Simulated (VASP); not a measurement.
A run of VASP 6.6.1 is set up as follows.

Contents of POSCAR:

```
BaTiO3
1.0
    4.0060000000      0.0000000000      0.0000000000
    0.0000000000      4.0060000000      0.0000000000
    0.0000000000      0.0000000000      4.0060000000
Ba Ti O
1 1 3
Direct
    0.5000000000      0.5000000000      0.5000000000
    0.0000000000      0.0000000000      0.0000000000
    0.0000000000      0.0000000000      0.5000000000
    0.0000000000      0.5000000000      0.0000000000
    0.5000000000      0.0000000000      0.0000000000
```

The input INCAR.step1:

```
SYSTEM = BaTiO3
PREC = Accurate ; ENCUT = 520
EDIFF = 1E-5 ; ISMEAR = 0
SIGMA = 0.02 ; LREAL = .False.
LASPH = .True. ; NELM = 100
ALGO = Normal ; ISIF = 2
LWAVE = .True. ; LCHARG = .False.
LMAXMIX = 4 ; GGA = PE
KPAR = 4
```

The input INCAR.step2:

```
SYSTEM = BaTiO3
PREC = Accurate ; ENCUT = 520
EDIFF = 1E-6 ; ISMEAR = 0
SIGMA = 0.02 ; LREAL = .False.
LASPH = .True. ; NELM = 100
ALGO = Normal ; ISIF = 2
LWAVE = .False. ; LCHARG = .False.
LMAXMIX = 4 ; GGA = PE
LHFCALC = .True. ; HFSCREEN = 0.3
PRECFOCK = Fast ; ISTART = 1
KPAR = 4
```

File KPOINTS:

```
regular mesh
0
Gamma
  4 4 4
  0 0 0
```

Contents of KPOINTS_OPT:

```
path GXMGRX,MR
12
line-mode
reciprocal
 0.0000000000  0.0000000000  0.0000000000  G
 0.0000000000  0.5000000000  0.0000000000  X

 0.0000000000  0.5000000000  0.0000000000  X
 0.5000000000  0.5000000000  0.0000000000  M

 0.5000000000  0.5000000000  0.0000000000  M
 0.0000000000  0.0000000000  0.0000000000  G

 0.0000000000  0.0000000000  0.0000000000  G
 0.5000000000  0.5000000000  0.5000000000  R

 0.5000000000  0.5000000000  0.5000000000  R
 0.0000000000  0.5000000000  0.0000000000  X

 0.5000000000  0.5000000000  0.0000000000  M
 0.5000000000  0.5000000000  0.5000000000  R
```

Potentials or basis: VASP PAW PBE potentials, release 64 (Ba_sv, Ti_sv, O).

Run with:

```sh
$ cat potpaw_PBE.64/Ba_sv/POTCAR potpaw_PBE.64/Ti_sv/POTCAR potpaw_PBE.64/O/POTCAR > POTCAR
$ cp INCAR.step1 INCAR
$ mpirun -np 4 vasp_std > vasp.out
$ cp INCAR.step2 INCAR
$ mpirun -np 4 vasp_std > vasp.out
```

Question: Predict the pressure.

Answer: -1.9 GPa.

Question: What does it give for the band gap on the k mesh?

Answer: 2.88 eV, indirect (least direct gap 3.01 eV).

Question: Estimate the band gap along the path.

Answer: 2.88 eV, indirect (least direct gap 3.01 eV).

Levels at the corners of the path, in eV from the valence-band top:
```tsv
point	band 17	band 18	band 19	band 20	band 21	band 22	band 23	band 24
Γ	-1.17	-0.14	-0.14	-0.14	2.88	2.88	2.88	4.97
X	-1.91	-1.91	-0.77	-0.77	3.05	4.76	4.76	4.98
X	-1.91	-1.91	-0.77	-0.77	3.05	4.76	4.76	4.98
M	-1.92	-0.92	-0.92	-0.09	4.77	4.77	5.28	5.91
M	-1.92	-0.92	-0.92	-0.09	4.77	4.77	5.28	5.91
Γ	-1.17	-0.14	-0.14	-0.14	2.88	2.88	2.88	4.97
Γ	-1.17	-0.14	-0.14	-0.14	2.88	2.88	2.88	4.97
R	-2.52	0.00	0.00	0.00	5.54	5.54	5.54	8.06
R	-2.52	0.00	0.00	0.00	5.54	5.54	5.54	8.06
X	-1.91	-1.91	-0.77	-0.77	3.05	4.76	4.76	4.98
M	-1.92	-0.92	-0.92	-0.09	4.77	4.77	5.28	5.91
R	-2.52	0.00	0.00	0.00	5.54	5.54	5.54	8.06
```

Caveat: the PAW data sets were made with another functional, which shifts forces and pressure a little; spin-orbit coupling is left out, which moves the levels of the heavy elements.
